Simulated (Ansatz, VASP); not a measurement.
# One calculation of P, two programs

```
CELL_PARAMETERS angstrom
-1.46496 1.46496 1.46496
1.46496 -1.46496 1.46496
1.46496 1.46496 -1.46496
ATOMIC_POSITIONS crystal
P 0.00000 0.00000 0.00000
```

Alike in both runs: functional PBE; k mesh 18 × 18 × 18; occupations fermi-dirac, width 0.05 eV; no spin polarisation.

Ansatz relaxed the structure, and its values are those at the end. VASP's run is a single point on that final structure, the one shown.

|  | VASP | Ansatz |
| --- | --- | --- |
| version | VASP 6.6.1 | Ansatz 0.2.0 |
| potentials or method | VASP PAW PBE potentials, release 64 (P), cutoff 520 eV | all-electron LAPW, scalar-relativistic |

Ansatz gave:

```
pressure (GPa) : 15.0
```

What did VASP give for the same quantities?

Pressure (GPa): 14.5.

Ansatz ran all-electron here, so the differences hold the error of VASP's frozen core and of both bases.
